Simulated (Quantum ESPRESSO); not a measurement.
Crystal: Co.

```xyz
2
Lattice="2.4720 0.0000 0.0000 -1.2360 2.1408 0.0000 0.0000 0.0000 4.0211" Properties=species:S:1:pos:R:3 pbc="T T T"
Co    1.2360    0.7136    3.0159
Co    0.0000    1.4272    1.0053
```

Base run:

* Program: Quantum ESPRESSO 7.5
* Functional: PBEsol
* Potentials or basis: GBRV 1.5 PBEsol
* Cutoff: 762 eV
* Density cutoff: 6095 eV
* k mesh: 12 × 12 × 7
* Occupations: fermi-dirac, width 0.05 eV
* Spin: collinear spin, ferromagnetic start
* Starting moments: [2.0, 2.0] μB
* Hubbard terms: Co d U = 5 eV

Its results: band gap on the k mesh none (metal or under the smearing width); pressure 3.0 GPa; net moment 3.67 μB per cell; site moments Co +1.97 μB.

Problem. The run is repeated on the same cell with these changes: hubbard terms from Co d U = 5 eV to Co d U = 6 eV. What comes out?

Solution. Band gap on the k mesh none (metal or under the smearing width); pressure 3.9 GPa; net moment 3.76 μB per cell; site moments Co +2.02 μB.

Caveats: the U is typed as a test and isn't derived for this compound.

Not every run made on this cell is shown here.
